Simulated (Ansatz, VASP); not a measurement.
**HfN in VASP and in Ansatz**

```
Hf N
1.0
     3.11287    0.00000    0.00000
    -1.55644    2.69583    0.00000
     0.00000    0.00000    5.38041
Hf N
2 2
Cartesian
  0.0000 1.7972 1.3451
  1.5564 0.8986 4.0353
  0.0000 0.0000 2.6902
  0.0000 0.0000 0.0000
```

Change from the starting cell: volume scaled by 0.98.

Alike in both runs: task single point; functional PBE; k mesh 10 × 10 × 5; occupations fermi-dirac, width 0.05 eV; no spin polarisation.

|  | VASP | Ansatz |
| --- | --- | --- |
| version | VASP 6.6.1 | Ansatz 0.2.0 |
| potentials or method | VASP PAW PBE potentials, release 64 (Hf_pv, N) | Ansatz PAW |
| plane-wave cutoff (eV) | 520 | 420 |
| valence electrons in the cell | 30 | 62 |

VASP gave:

| Quantity | Value |
| --- | --- |
| gap on the k mesh at the Fermi level (eV) | none |
| pressure (GPa) | 9.7 |
| largest component of the traceless stress (GPa) | 0.19 |

**Question.** What did Ansatz give for the same quantities?

**Answer.** gap on the k mesh at the Fermi level (eV): none; pressure (GPa): 12.0; largest component of the traceless stress (GPa): 0.26.

A gap of «none» marks a metal or a gap that the smearing closes. The two sets of potentials don't hold the same shells in valence.

Caveats: the pressure holds a Pulay correction of +0.5 GPa for the finite cutoff (Ansatz). Spin-orbit coupling is left out, which matters for the levels of Hf.
